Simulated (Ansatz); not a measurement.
Bi (C2/m) under several functionals

Plane-wave DFT in Ansatz with scalar-relativistic PAW potentials. The same structure was relaxed (cell and atoms, symmetry kept) in separate runs at each level. This form isn't the element's structure at ambient conditions. No spin polarisation.

| level | cutoff (eV) | k mesh | V (Å³/atom) | a (Å) | b (Å) | c (Å) | β (°) |
| --- | --- | --- | --- | --- | --- | --- | --- |
| PBE+D3(BJ) | 420 | 10×10×14 | 32.555 | 7.047 | 6.293 | 3.308 | 117.436 |
| PBE | 420 | 10×10×14 | 34.037 | 7.167 | 6.375 | 3.358 | 117.464 |
| r2SCAN | 500 | 10×10×14 | 35.339 | 6.720 | 6.406 | 3.316 | 98.070 |

**Question.** Where does PBEsol (420 eV, k mesh 10×10×14) fall?

**Answer.** V (Å³/atom) 32.379, a (Å) 7.037, b (Å) 6.282, c (Å) 3.299, β (°) 117.352. Its volume is the smallest of the set. The usual order of volumes, PBEsol < PBE, holds here (32.379, 34.037 Å³/atom). As a rule PBEsol, built on the gradient expansion of slowly varying densities, lies between LDA and PBE; PBE's stronger gradient term for exchange weakens bonds. Adding D3 to PBE changes the volume by -4.4 %; the term is attractive, so it pulls cells in. In metals the pairwise form ignores screening by the conduction electrons and often pulls in too far. r2SCAN lies 3.8 % over PBE in volume.

Spin–orbit coupling is left out, which can shift energies with elements as heavy as these.